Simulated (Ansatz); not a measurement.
Ti$_{3}$SiC$_{2}$:
```yaml
crystal:
  lattice:
    - [3.06712, 0.00000, 0.00000]
    - [-1.53356, 2.65620, 0.00000]
    - [0.00000, 0.00000, 17.67422]
  atoms:
    - { symbol: Ti, position: [0.66667, 0.33333, 0.36482] }
    - { symbol: Ti, position: [0.33333, 0.66667, 0.63518] }
    - { symbol: Ti, position: [0.33333, 0.66667, 0.86482] }
    - { symbol: Ti, position: [0.66667, 0.33333, 0.13518] }
    - { symbol: Ti, position: [0.00000, 0.00000, 0.50000] }
    - { symbol: Ti, position: [0.00000, 0.00000, 0.00000] }
    - { symbol: Si, position: [0.00000, 0.00000, 0.75000] }
    - { symbol: Si, position: [0.00000, 0.00000, 0.25000] }
    - { symbol: C, position: [0.33333, 0.66667, 0.42749] }
    - { symbol: C, position: [0.66667, 0.33333, 0.57251] }
    - { symbol: C, position: [0.66667, 0.33333, 0.92749] }
    - { symbol: C, position: [0.33333, 0.66667, 0.07251] }
```

Relaxed with r²SCAN. Special points in fractions of this cell's reciprocal vectors: Γ (0.000, 0.000, 0.000); M (0.500, 0.000, 0.000); K (0.333, 0.333, 0.000); A (0.000, 0.000, 0.500); L (0.500, 0.000, 0.500); H (0.333, 0.333, 0.500).

**Question.** List the band energies nearest the Fermi level at these points for the program Ansatz at the r²SCAN level (PAW).

**Answer.** In eV from the Fermi level; about four levels below and three above (degenerate sets whole), none deeper than 8.9 eV; points with the same levels are listed once.

| k | below | above |
|---|---|---|
| Γ | -1.83 -1.83 -1.79 -1.79 -1.33 | 0.37 0.62 0.62 |
| M | -2.05 -1.98 -1.73 -1.62 | 1.30 1.42 1.54 |
| K | -2.58 -2.58 -2.37 -2.34 | 0.00 0.00 1.35 |
| A | -1.81 -1.81 -1.81 -1.81 -1.80 -1.80 | 0.54 0.54 0.64 0.64 0.64 0.64 |
| L | -2.01 -2.01 -1.67 -1.67 | 1.47 1.47 1.51 1.51 |
| H | -2.61 -2.61 -2.36 -2.36 | 0.00 0.00 1.44 1.44 |

Space group P6_3/mmc. The cell was relaxed with r²SCAN under the symmetry of its start. No spin polarisation was allowed.

Potentials: the later of the program's two PAW sets.
